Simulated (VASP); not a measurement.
Ag:

```
Ag
1.0
     0.00000    2.04275    2.04275
     2.04275    0.00000    2.04275
     2.04275    2.04275    0.00000
Ag
1
Direct
  0.00000 0.00000 0.00000
```

* Program: VASP 6.6.1
* Task: relaxation of cell and atoms
* Functional: PBEsol
* Potentials or basis: VASP PAW PBE potentials, release 64 (Ag)
* Cutoff: 600 eV
* k mesh: 11 × 11 × 11
* Occupations: fermi-dirac, width 0.05 eV
* Spin: no spin polarisation

At the start: pressure -3.1 GPa; volume 17.05 Å³/atom.

Where does the relaxation end?

Over 3 steps the energy falls by 4.7 meV/atom and the volume is 16.58 Å³/atom (-2.8 %); space group Fm-3m (No. 225, to 0.05 Å).

The path:
| step | energy change (eV) | largest force (eV/Å) | pressure (GPa) | volume (Å³) |
| --- | --- | --- | --- | --- |
| 1 | 0.0000 | 0.0000 | -3.10 | 17.05 |
| 2 | -0.0021 | 0.0000 | 2.60 | 16.25 |
| 3 | -0.0047 | 0.0000 | -0.01 | 16.58 |

Final structure:
```
Ag
1.0
     0.00000    2.02383    2.02383
     2.02383    0.00000    2.02383
     2.02383    2.02383    0.00000
Ag
1
Direct
  0.00000 0.00000 0.00000
```

Caveat: the PAW data sets were made with another functional, which shifts forces and pressure a little.
